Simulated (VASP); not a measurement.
CeO, 2 atoms in the cell. The structure is cubic, space group Pm-3m (No. 221). The conventional cell has a = 2.888 Å, b = 2.888 Å, c = 2.888 Å, α = 90.00°, β = 90.00°, γ = 90.00°. Around Ce (site symmetry m-3m) lie 8 O at 2.50 Å. O (site symmetry m-3m) has 8 Ce at 2.50 Å as nearest neighbours. The cell comes from a database or a generator and needn't be the stable form of this composition.

| Property | Result |
| --- | --- |
| Program | VASP 6.6.1 |
| Task | single point |
| Functional | PBEsol |
| Potentials or basis | VASP PAW PBE potentials, release 64 (Ce, O) |
| Cutoff | 520 eV |
| k mesh | 7 × 7 × 7 |
| Occupations | gaussian, width 0.05 eV |
| Spin | collinear spin, random start |
| Starting moments | [-0.34, 0.0] μB |
| Hubbard terms | Ce f U = 2 eV |
| Further INCAR settings | ALGO = Normal; EDIFF = 1e-06 |

Potentials or basis: VASP PAW PBE potentials, release 64 (Ce, O).

Run with:

```console
$ cat potpaw_PBE.64/Ce/POTCAR potpaw_PBE.64/O/POTCAR > POTCAR
$ mpirun -np 1 vasp_std > vasp.out
```

Hardware: 1 thread of Intel(R) Xeon(R) Platinum 8488C (Sapphire Rapids), on a shared host.

**Question.** How long does it take, and how much memory?

**Answer.** It took 45 s on 1 thread of Intel(R) Xeon(R) Platinum 8488C (Sapphire Rapids), on a shared host, peak memory 0.17 GiB. Counts: scf iterations 53, k points 20.
